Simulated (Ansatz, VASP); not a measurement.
# Two plane-wave programs on Re

```xyz
1
Lattice="0.0000 1.9403 1.9403 1.9403 0.0000 1.9403 1.9403 1.9403 0.0000" Properties=species:S:1:pos:R:3 pbc="T T T"
Re    0.0000    0.0000    0.0000
```

This isn't the form of Re at room conditions, which is hcp.

Alike in both runs: functional PBEsol; k mesh 18 × 18 × 18; occupations gaussian, width 0.1 eV; no spin polarisation.

Ansatz relaxed the structure, and its values are those at the end. VASP's run is a single point on that final structure, the one shown.

|  | VASP | Ansatz |
| --- | --- | --- |
| version | VASP 6.6.1 | Ansatz 0.2.0 |
| potentials or method | VASP PAW PBE potentials, release 64 (Re) | scalar-relativistic, plane waves, PAW |
| plane-wave cutoff (eV) | 520 | 420 |
| valence electrons in the cell | 7 | 15 |

```csv
,VASP,Ansatz,Ansatz less VASP
gap on the k mesh at the Fermi level (eV),none,none,-
pressure (GPa),-0.1,0.0,+0.10
```

A gap of «none» marks a metal or a gap that the smearing closes. The two sets of potentials don't hold the same shells in valence. Ansatz warned: «pseudo_functional_mismatch».

Caveats: the PAW data sets were made with another functional, which shifts forces and pressure a little (VASP). The runs have no spin-orbit coupling, so splittings on Re are missing.
